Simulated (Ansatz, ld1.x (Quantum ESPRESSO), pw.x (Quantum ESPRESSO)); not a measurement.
**B: does the TM potential hold in the solid?**

ld1.x (Quantum ESPRESSO) 7.5 input, shortened:

```
&input
   title='B', zed=5., rel=1, dft='PBE', iswitch=3,
   config='[He] 2s2 2p1 3d-2'
 /
 &inputp
   pseudotype=2, tm=.true., lloc=0,
   nlcc=.true., rcore=1.20
 /
3
2P  2  1   1.00   0.00  2.10  2.10  0.0
3D  3  2  -2.00   0.30  2.30  2.30  0.0
2S  1  0   2.00   0.00  1.25  1.25  0.0
 &test
   configts(1)='2s2 2p1'
 /
```

Atomic tests: cutoffs needed: 21 Ry and 55 Ry (the cutoffs (Ry, on a coarse ladder) from which the occupation-weighted sum of valence levels, in a spherical-Bessel basis at the reference potential, stays within 10 and 1 mRy of its value at 400 Ry); ghost test: no extra level below or beside the all-electron valence levels (p, d, s, f tested) (spherical-Bessel basis up to 400 Ry, 20 bohr box); largest excitation error: +109 meV (all-electron minus pseudo) for 2s1 2p0, out of 7 test configurations.

Crystal test: fcc B in pw.x 7.5, no spin, 18³ k-points, Fermi–Dirac smearing 0.01 Ry, cutoffs 70/280 Ry. The reference is all-electron LAPW (Ansatz 0.2.0) with the same functional, mesh and smearing; V0 and B0 come from Birch–Murnaghan fits to the pressures at five volumes. Errors are pseudo minus all-electron; Δ is the rms difference of the E(V) curves that follow from these fits, minima aligned, over ±6 % about the mean V0. Mesh and smearing are coarse, so the numbers serve the comparison and aren't converged zero-temperature values; the lattice is a test structure that the element need not adopt.

All-electron: a0 = 2.867 Å (V0 = 5.89 Å³/atom), B0 = 270.8 GPa.

How far does the potential miss the all-electron equation of state?

mean pressure error (GPa): -3.01; a0 (Å): 2.856; a0 error (%): -0.38; B0 error (%): -1.0; Δ (meV/atom): 4.0. The largest radius (2.30 bohr) exceeds half the bond length (1.92 bohr), so the spheres overlap, which is one possible source of error among others.

```csv
V (Å³/atom),P all-electron (GPa),P pseudo (GPa)
5.603,14.83,11.07
5.751,6.76,3.42
5.898,-0.40,-3.37
6.045,-6.74,-9.39
6.193,-12.37,-14.72
```

At the middle volume, how do free energy and pressure move when the wave cutoff is lowered (ecutrho kept at four times it)?

```json
{"cutoff (Ry)": "32", "shift of F (meV/atom)": "+19.8", "shift of P (GPa)": "+0.24"}
{"cutoff (Ry)": "42", "shift of F (meV/atom)": "+15.8", "shift of P (GPa)": "-0.36"}
{"cutoff (Ry)": "56", "shift of F (meV/atom)": "+4.6", "shift of P (GPa)": "-0.42"}
```

Input at the middle volume:

```
&control
  calculation='scf', prefix='x', pseudo_dir='./', outdir='./tmp', tstress=.true., disk_io='none'
/
&system
  ibrav=0, nat=1, ntyp=1, ecutwfc=70, ecutrho=280, nbnd=8,
  occupations='smearing', smearing='fd', degauss=0.01
/
&electrons
  conv_thr=1e-09, mixing_beta=0.4, electron_maxstep=70
/
ATOMIC_SPECIES
B 1.0 B.UPF
CELL_PARAMETERS angstrom
  0.00000000 1.43403007 1.43403007
  1.43403007 0.00000000 1.43403007
  1.43403007 1.43403007 0.00000000
ATOMIC_POSITIONS crystal
B 0.0000 0.0000 0.0000
K_POINTS automatic
18 18 18 0 0 0
```

```bash
pw.x < B.scf.in > B.scf.out
```

Lines of the output:

```
Message from routine setup:
     using ibrav=0 with symmetry is DISCOURAGED, use correct ibrav instead
     lattice parameter (alat)  =       3.8324  a.u.
     unit-cell volume          =      39.8017 (a.u.)^3
     number of electrons       =         3.00
     number of Kohn-Sham states=            8
     kinetic-energy cutoff     =      70.0000  Ry
     charge density cutoff     =     280.0000  Ry
     scf convergence threshold =      1.0E-09
     Exchange-correlation= PBE
     number of k points=   195  Fermi-Dirac smearing, width (Ry)=  0.0100
     iteration #  1     ecut=    70.00 Ry     beta= 0.40
     total energy              =      -5.59563280 Ry
     estimated scf accuracy    <       0.00131481 Ry
     iteration #  2     ecut=    70.00 Ry     beta= 0.40
     total energy              =      -5.59594523 Ry
     estimated scf accuracy    <       0.00047086 Ry
     iteration #  3     ecut=    70.00 Ry     beta= 0.40
     total energy              =      -5.59595509 Ry
     estimated scf accuracy    <       0.00000009 Ry
     iteration #  4     ecut=    70.00 Ry     beta= 0.40
     total energy              =      -5.59595524 Ry
     estimated scf accuracy    <       0.00000005 Ry
     iteration #  5     ecut=    70.00 Ry     beta= 0.40
     the Fermi energy is    14.4102 ev
!    total energy              =      -5.59595524 Ry
     estimated scf accuracy    <          9.4E-10 Ry
     smearing contrib. (-TS)   =      -0.00098842 Ry
     The total energy is F=E-TS. E is the sum of the following terms:
     one-electron contribution =       4.23733194 Ry
     hartree contribution      =       0.01883967 Ry
     xc contribution           =      -2.23768556 Ry
     ewald contribution        =      -7.61345288 Ry
     convergence has been achieved in   5 iterations
          total   stress  (Ry/bohr**3)                   (kbar)     P=      -33.67
     Message from routine punch:
     Nothing written, as per user request (disk_io='none')
```

The run at the middle volume (195 k-points, 5 iterations) took about 5.6 s on one core of a shared host (Neoverse-V2, 96 threads, 742 GiB, load 44).
